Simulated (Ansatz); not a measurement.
**Sb under changes of volume**

One of the cells (29.904 Å³/atom); the others are scaled copies at fixed shape and fractional positions:

```xyz
2
Lattice="3.1224 0.0000 0.0000 0.0000 4.3475 0.0000 -0.0389 0.0000 4.4059" Properties=species:S:1:pos:R:3 pbc="T T T"
Sb    0.0262    1.0869    1.0625
Sb    3.0573    3.2606    3.3433
```

This isn't the form of Sb at room conditions, which is rhombohedral.

| Quantity | Value |
| --- | --- |
| Program | Ansatz 0.2.0 |
| Functional | LDA |
| Potentials or basis | Ansatz PAW |
| Cutoff | 420 eV (not typed: the program's choice for these potentials) |
| k mesh | 9 × 6 × 6 |
| Occupations | fermi-dirac, width 0.05 eV |
| Spin | no spin polarisation |

| volume (Å³/atom) | energy over the lowest point (meV/atom) | pressure (GPa) | largest force (eV/Å) |
| --- | --- | --- | --- |
| 28.110 | 0.00 | 0.1 | 0.112 |
| 28.708 | 2.08 | -1.2 | 0.079 |
| 29.306 | 8.71 | -2.3 | 0.053 |
| 29.904 | 19.34 | -3.3 | 0.037 |
| 30.502 | 33.52 | -4.2 | 0.041 |
| 31.100 | ? | ? | ? |
| 31.698 | 70.97 | -5.8 | 0.076 |

**Question.** What does the run at 31.100 Å³/atom give?

**Answer.** Energy over the lowest point 50.84 meV/atom; pressure -5.0 GPa; largest force 0.057 eV/Å.

Worked out: A Birch-Murnaghan fit of order 3 (a polynomial in V^(-2/3)) to the other rows has its minimum at 28.15 Å³/atom with B0 = V·E''(V) = 64 GPa and B' = 4.7 at fixed shape and positions, which overstates the stiffness. It gives 50.86 meV/atom at 31.100 Å³/atom, against the run's 50.84, and -dE/dV = -5.0 GPa, against -5.0.

Energies are extrapolated to zero smearing.

Caveats: the PAW data sets come from PBE, with cores solved anew for the run's functional, which leaves a small shift of forces and pressure.
